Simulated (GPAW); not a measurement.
# CdS (Fm-3m) in GPAW: a series of runs

One crystal, CdS, is run at these levels: RPBE, PBEsol; tasks: single point.

Everything below comes from runs of GPAW 26.7.0. Logs are shortened: lines on timing, memory, paths and dates and some standing lists are left out, and cuts for length are marked. The log counts tension as positive stress, the text compression.

## 1. The structure

Symmetry: Fm-3m, No. 225, cubic system. The conventional cell has a = 5.506 Å, b = 5.506 Å, c = 5.506 Å, α = 90.00°, β = 90.00°, γ = 90.00°. Around Cd (site symmetry m-3m) lie 6 S at 2.75 Å. Around S (site symmetry m-3m) lie 6 Cd at 2.75 Å.

Measurements of this composition are mostly on another form, of space group No. 186.

## 2. Single point, RPBE

Input file run.py:

```python
from ase import Atoms
from ase.dft.bandgap import bandgap
from ase.io import write
from ase.units import GPa
from gpaw import GPAW, PW

atoms = Atoms(['Cd', 'S'],
              cell=[[0.0, 2.753244, 2.753244],
                    [2.753244, 0.0, 2.753244],
                    [2.753244, 2.753244, 0.0]],
              scaled_positions=[[0.0, 0.0, 0.0],
                                [0.5, 0.5, 0.5]],
              pbc=True)

calc = GPAW(mode=PW(600),
            xc='RPBE',
            kpts={'size': (8, 8, 8), 'gamma': True},
            occupations={'name': 'methfessel-paxton', 'order': 0, 'width': 0.1},
            nbands=18,
            convergence={'density': 1e-05, 'energy': 1e-05},
            maxiter=150,
            txt='gpaw.txt')
atoms.calc = calc
energy = atoms.get_potential_energy()
forces = atoms.get_forces()
stress = atoms.get_stress()
calc.write('gs.gpw')
write('result.traj', atoms)
print(f'Energy: {energy:.6f} eV')
print('Forces (eV/A):')
print(forces.round(4))
print('Stress (GPa):', (stress / GPa).round(3))
print('Fermi level:', round(calc.get_fermi_level(), 4), 'eV')
print(f'Gap: {bandgap(calc)[0]:.4f} eV, direct: {bandgap(calc, direct=True)[0]:.4f} eV')
```

Potentials or basis: the program's PAW data sets (release 1.2.1) made for this functional, pw.

Started as:

```
$ OMP_NUM_THREADS=1 python run.py
```

gpaw.txt:

```text
__  _  _
 | _ |_)|_||  |
 |__||  | ||/\| - 26.7.0

Input parameters:
  mode=PW(ecut=600.0),
  convergence={'density': 1e-05, 'energy': 1e-05},
  kpts=MonkhorstPack(size=(8, 8, 8), gamma=True),
  maxiter=150,
  nbands=18,
  occupations=Occupations(name='methfessel-paxton', order=0, width=0.1),
  xc=XC(name='RPBE')

Diagonalizing LCAO Hamiltonian
Converting LCAO to pw mode

                S

       Cd

Atoms  # Å, Bohr magnetons
|   | symbol |        x |        y |        z |    initial magnetic moments |
|---|--------|----------|----------|----------|-----------------------------|
| 0 |     Cd | 0.000000 | 0.000000 | 0.000000 | ( 0.0000,  0.0000,  0.0000) |
| 1 |      S | 2.753244 | 2.753244 | 2.753244 | ( 0.0000,  0.0000,  0.0000) |

Unit cell  # Å
| periodic |        x |        y |        z |  lengths |    angles |
|----------|----------|----------|----------|----------|-----------|
|      yes | 0.000000 | 2.753244 | 2.753244 | 3.893675 | 60.000000 |
|      yes | 2.753244 | 0.000000 | 2.753244 | 3.893675 | 60.000000 |
|      yes | 2.753244 | 2.753244 | 0.000000 | 3.893675 | 60.000000 |

Number of symmetries: 48
Symmetry operations  # r_c * U_cc + t_c -> r_c
|    | kind |            matrix            |
|----|------|------------------------------|
|  0 |  σ   |  1, 0, 0,  1, 0,-1,  1,-1, 0 |
|  1 |  C2  |  1, 0, 0,  1,-1, 0,  1, 0,-1 |
|  2 |  E   |  1, 0, 0,  0, 1, 0,  0, 0, 1 |
|  3 |  σ   |  1, 0, 0,  0, 0, 1,  0, 1, 0 |
|  4 |  C4  |  1, 0,-1,  1, 0, 0,  1,-1, 0 |
|  5 |  S6  |  1, 0,-1,  1,-1, 0,  1, 0, 0 |
|  6 |  σ   |  1, 0,-1,  0, 1,-1,  0, 0,-1 |
|  7 |  C3  |  1, 0,-1,  0, 0,-1,  0, 1,-1 |
|  8 |  S6  |  1,-1, 0,  1, 0, 0,  1, 0,-1 |
|  9 |  C4  |  1,-1, 0,  1, 0,-1,  1, 0, 0 |
| 10 |  C3  |  1,-1, 0,  0,-1, 1,  0,-1, 0 |
| 11 |  σ   |  1,-1, 0,  0,-1, 0,  0,-1, 1 |
| 12 |  σ   |  0, 1, 0,  1, 0, 0,  0, 0, 1 |
| 13 |  C4  |  0, 1, 0,  0, 1,-1, -1, 1, 0 |
| 14 |  C3  |  0, 1, 0,  0, 0, 1,  1, 0, 0 |
| 15 |  S6  |  0, 1, 0, -1, 1, 0,  0, 1,-1 |
| 16 |  C2  |  0, 1,-1,  1, 0,-1,  0, 0,-1 |
| 17 |  σ   |  0, 1,-1,  0, 1, 0, -1, 1, 0 |
| 18 |  S4  |  0, 1,-1,  0, 0,-1,  1, 0,-1 |
| 19 |  C4  |  0, 1,-1, -1, 1, 0,  0, 1, 0 |
| 20 |  C3  |  0, 0, 1,  1, 0, 0,  0, 1, 0 |
| 21 |  σ   |  0, 0, 1,  0, 1, 0,  1, 0, 0 |
| 22 |  S6  |  0, 0, 1,  0,-1, 1, -1, 0, 1 |
| 23 |  C4  |  0, 0, 1, -1, 0, 1,  0,-1, 1 |
| 24 |  S4  |  0, 0,-1,  1, 0,-1,  0, 1,-1 |
| 25 |  C3  |  0, 0,-1,  0, 1,-1,  1, 0,-1 |
| 26 |  C2  |  0, 0,-1,  0,-1, 0, -1, 0, 0 |
| 27 |  S6  |  0, 0,-1, -1, 0, 0,  0,-1, 0 |
| 28 |  S4  |  0,-1, 1,  1,-1, 0,  0,-1, 0 |
| 29 |  C4  |  0,-1, 1,  0, 0, 1, -1, 0, 1 |
| 30 |  C2  |  0,-1, 1,  0,-1, 0,  1,-1, 0 |
| 31 |  σ   |  0,-1, 1, -1, 0, 1,  0, 0, 1 |
| 32 |  C3  |  0,-1, 0,  1,-1, 0,  0,-1, 1 |
| 33 |  S6  |  0,-1, 0,  0, 0,-1, -1, 0, 0 |
| 34 |  S4  |  0,-1, 0,  0,-1, 1,  1,-1, 0 |
| 35 |  C2  |  0,-1, 0, -1, 0, 0,  0, 0,-1 |
| 36 |  C2  | -1, 1, 0,  0, 1, 0,  0, 1,-1 |
| 37 |  S6  | -1, 1, 0,  0, 1,-1,  0, 1, 0 |
| 38 |  S4  | -1, 1, 0, -1, 0, 1, -1, 0, 0 |
| 39 |  C3  | -1, 1, 0, -1, 0, 0, -1, 0, 1 |
| 40 |  S6  | -1, 0, 1,  0, 0, 1,  0,-1, 1 |
| 41 |  C2  | -1, 0, 1,  0,-1, 1,  0, 0, 1 |
| 42 |  C3  | -1, 0, 1, -1, 1, 0, -1, 0, 0 |
| 43 |  S4  | -1, 0, 1, -1, 0, 0, -1, 1, 0 |
| 44 |  C2  | -1, 0, 0,  0, 0,-1,  0,-1, 0 |
| 45 |  i   | -1, 0, 0,  0,-1, 0,  0, 0,-1 |
| 46 |  σ   | -1, 0, 0, -1, 1, 0, -1, 0, 1 |
| 47 |  C2  | -1, 0, 0, -1, 0, 1, -1, 1, 0 |

BZ-sampling:
  Number of BZ points: 512
  Number of IBZ points: 29

  Monkhorst-Pack size: [8, 8, 8]
  Monkhorst-Pack shift: [0.0625, 0.0625, 0.0625]

K-points  # in reciprocal-cell coordinates
|     |                                coordinates |     weight |
|-----|--------------------------------------------|------------|
|   0 | (  0.00000000,   0.00000000,   0.00000000) | 0.00195312 |
|   1 | (  0.12500000,   0.12500000,   0.00000000) | 0.01171875 |
|   2 | (  0.12500000,   0.12500000,   0.12500000) | 0.01562500 |
|   3 | (  0.25000000,   0.12500000,   0.12500000) | 0.02343750 |
|   4 | (  0.25000000,   0.25000000,   0.00000000) | 0.01171875 |
|   5 | (  0.25000000,   0.25000000,   0.12500000) | 0.04687500 |
|   6 | (  0.25000000,   0.25000000,   0.25000000) | 0.01562500 |
|   7 | (  0.37500000,   0.25000000,  -0.37500000) | 0.04687500 |
|   8 | (  0.37500000,   0.25000000,   0.12500000) | 0.04687500 |
|   9 | (  0.37500000,   0.25000000,   0.25000000) | 0.04687500 |
| ... |                                            |            |
|  28 | (  0.50000000,   0.50000000,   0.50000000) | 0.00781250 |

Plane wave coefficients: 1411
Cutoff: 600.0 eV

Spin-components: 1 (collinear spins)
Bands:           18
Projectors:      11
Spin-degeneracy: 2
Datatype:        complex128

Parallelization:
  kpt:    1
  domain: 1
  band:   1

Density:
  Valence electrons: 18.0
  Components: 1
  Grid points: [24 24 24]
  Charge: 0.0  # |e|

Potential:
  Grid points: [24 24 24]

species:
  Cd:
    name:    Cadmium
    Z:       48.0
    valence: 12
    core:    36
    charge:  0.0  # [|e|]
    compensation charges:
      type: gauss
      rc: 0.38  # [Å]
      lmax: 2
    cutoffs:
      filter: 2.12  # [Å]
      core: 2.62  # [Å]
    projectors
    | kind |    occ | energy [eV] | rcut [Å] |
    |------|--------|-------------|----------|
    |   5s |  2.000 |      -5.542 |    1.191 |
    |   5p |  0.000 |      -1.167 |    1.228 |
    |   4d | 10.000 |     -11.705 |    1.164 |
    |    s |        |      21.670 |    1.191 |
    |    p |        |      26.044 |    1.228 |
    |    d |        |      15.507 |    1.164 |

    Using partial waves for Cd as LCAO basis

  S:
    name:    Sulfur
    Z:       16.0
    valence: 6
    core:    10
    charge:  0.0  # [|e|]
    compensation charges:
      type: gauss
      rc: 0.24  # [Å]
      lmax: 2
    cutoffs:
      filter: 1.77  # [Å]
      core: 1.66  # [Å]
    projectors
    | kind |    occ | energy [eV] | rcut [Å] |
    |------|--------|-------------|----------|
    |   3s |  2.000 |     -17.247 |    0.974 |
    |   3p |  4.000 |      -6.991 |    0.979 |
    |    s |        |       9.964 |    0.974 |
    |    p |        |      20.220 |    0.979 |
    |    d |        |       0.000 |    0.900 |

    Using partial waves for S as LCAO basis

Reference energy: -163043.144156  # eV

eigensolver:
  PPCG
  Converge bands: occupied
  niter=2

density mixing:
  MSR1-Mixer
  Pratt-step length: 0.05
  Maximum mixing coefficient: 0.75
  Old densities: 10
  SVD Regularization: 0.005
  Good broyden scale: 1.0
  Trust region scale: 1.0
  Backstep threshold: 4.0
  History deletion threshold: 6.0
  Fourier metric: weight=20.0, sigma=0.015

occupation numbers:
  Methfessel-Paxton:
    width: 0.1000  # eV
    order: 0

poisson solver:
  ecut: 4800.0  # eV

xc functional:
  name: RPBE with 2 nearest neighbor stencil

convergence criteria:
- Maximum integral of absolute [dens]ity change: 1e-05 electrons / valence electron
- Maximum [total energy] change in last 3 cyles: 1e-05 eV / valence electron
- Maximum integral of absolute [eigenst]ate change: 4e-08 eV^2 / valence electron
maximum number of iterations: 150

SCF iterations
|iter     | |      energy | eigst |  dens |
|---------|-|-------------|-------|-------|
|iter:   1| |   -5.923604 | -0.52 |       |
|iter:   2| |   -5.794751 | -2.30 | -1.10 |
|iter:   3| |   -5.348691 | -1.44 | -1.14 |
|iter:   4| |   -5.348681 | -3.46 | -1.76 |
|iter:   5| |   -5.349007 | -3.99 | -2.20 |
|iter:   6| |   -5.349059 | -5.75 | -3.14 |
|iter:   7| |   -5.349070c| -6.46 | -3.55 |
|iter:   8| |   -5.349070c| -8.08c| -4.69 |
|iter:   9| |   -5.349070c| -7.98c| -5.09c|

Converged in 9 steps
Energy contributions relative to reference atoms: (reference = -163043.144156)

Energy contributions:
  Kinetic:          19.762524
  Coulomb:         -17.530570
  Zero:              0.142377
  External:          0.000000
  Xc:               -7.723370
  Entropy:          -0.000062
  Spinorbit:         0.000000
  ----------------------------
  Free energy:      -5.349101
  Extrapolated:     -5.349070

dipole moment: (-17.930650, -17.930650, -17.930650)  # |e|*Ang

Fermi level: 5.739
Eigenvalues  # (at kpt = [0.000, 0.000, 0.000])
| band index |      eig [eV] | occ [0-2] |
|------------|---------------|-----------|
|          0 |        -7.120 |     2.000 |
|          1 |        -1.995 |     2.000 |
|          2 |        -1.995 |     2.000 |
|          3 |        -1.995 |     2.000 |
|          4 |        -1.995 |     2.000 |
|          5 |        -1.995 |     2.000 |
[... 10 lines left out ...]
|         16 |        16.937 |     0.000 |
|         17 |        17.603 |     0.000 |

Gap: 0.361 eV
Transition (v -> c):
  (s=0, k=28, n=8, [0.50, 0.50, 0.50]) -> (s=0, k=24, n=9, [0.50, 0.50, 0.00])
Direct/indirect transitions are different
Direct gap: 1.684 eV
Transition at: (s=0, k=0, n=8, [0.00, 0.00, 0.00])

Forces  # eV/Ang
|       x |       y |        z |
|---------|---------|----------|
| 0.00000 | 0.00000 | -0.00000 |  # Cd   0
| 0.00000 | 0.00000 |  0.00000 |  # S    1

Stress tensor  # eV/Ang^3
|         x |         y |         z |
|-----------|-----------|-----------|
| -0.011539 |  0.000000 | -0.000000 |
|  0.000000 | -0.011539 |  0.000000 |
| -0.000000 |  0.000000 | -0.011539 |

# Writing to gs.gpw (mode='')
```

Wall time 16 s (1 thread of Intel Xeon Platinum 8259CL at 2.50GHz (Skylake/Cascade Lake), shared host); peak memory 0.16 GiB.

What came out:

| Item | Value |
| --- | --- |
| Free energy | -5.3491 eV |
| Pressure | 1.8 GPa |
| Band gap on the k mesh | 0.36 eV, indirect (least direct gap 1.68 eV) |

Levels at points of the mesh, in eV from the valence-band top:
| k point | band 7 | band 8 | band 9 | band 10 | band 11 | band 12 |
| --- | --- | --- | --- | --- | --- | --- |
| (0.00, 0.00, 0.00) | -0.73 | -0.73 | -0.73 | 0.95 | 9.21 | 9.21 |
| (0.50, 0.50, 0.00) | -4.08 | -2.06 | -2.06 | 0.36 | 6.14 | 9.81 |
| (0.50, 0.50, 0.50) | -4.71 | 0.00 | 0.00 | 3.61 | 5.95 | 5.95 |

## 3. Single point, PBEsol

Input file run.py:

```python
from ase.dft.bandgap import bandgap
from ase.io import read, write
from ase.units import Bohr, GPa
from gpaw import GPAW, PW, setup_paths
from gpaw.elf import elf_from_dft_calculation

setup_paths.insert(0, '.')

atoms = read('POSCAR')

calc = GPAW(mode=PW(600),
            xc='PBEsol',
            kpts={'size': (8, 8, 8), 'gamma': True},
            occupations={'name': 'methfessel-paxton', 'order': 0, 'width': 0.1},
            nbands=18,
            convergence={'density': 1e-05, 'energy': 1e-05},
            maxiter=150,
            txt='gpaw.txt')
atoms.calc = calc
energy = atoms.get_potential_energy()
forces = atoms.get_forces()
stress = atoms.get_stress()
calc.write('gs.gpw')
write('result.traj', atoms)
print(f'Energy: {energy:.6f} eV')
print('Forces (eV/A):')
print(forces.round(4))
print('Stress (GPa):', (stress / GPa).round(3))
print('Fermi level:', round(calc.get_fermi_level(), 4), 'eV')
print(f'Gap: {bandgap(calc)[0]:.4f} eV, direct: {bandgap(calc, direct=True)[0]:.4f} eV')

# fields on the real-space grid
write('density.cube', atoms, data=calc.get_pseudo_density() * Bohr**3)
write('potential.cube', atoms, data=calc.get_electrostatic_potential())
write('elf.cube', atoms, data=elf_from_dft_calculation(calc).data)
```

Input file POSCAR:

```
CdS
1.0
    0.0000000000      2.7532440000      2.7532440000
    2.7532440000      0.0000000000      2.7532440000
    2.7532440000      2.7532440000      0.0000000000
Cd S
1 1
Direct
    0.0000000000      0.0000000000      0.0000000000
    0.5000000000      0.5000000000      0.5000000000
```

Potentials or basis: PAW data sets generated in the run's folder for this functional, pw.

Started as:

```
$ gpaw-setup -f PBEsol Cd S
$ OMP_NUM_THREADS=1 python run.py
```

Wall time 20 s (1 thread of Intel Xeon Platinum 8259CL at 2.50GHz (Skylake/Cascade Lake), shared host); peak memory 0.16 GiB.

It converged, with:

```
Free energy            : -6.8106 eV
Pressure               : -4.6 GPa
Band gap on the k mesh : 0.12 eV, indirect (least direct gap 1.44 eV)
```

Levels at points of the mesh, in eV from the valence-band top:
```csv
k point,band 7,band 8,band 9,band 10,band 11,band 12
"(0.00, 0.00, 0.00)",-0.75,-0.75,-0.75,0.69,9.08,9.08
"(0.50, 0.50, 0.00)",-4.20,-2.12,-2.12,0.12,5.92,9.55
"(0.50, 0.50, 0.50)",-4.82,0.00,0.00,3.32,5.74,5.74
```
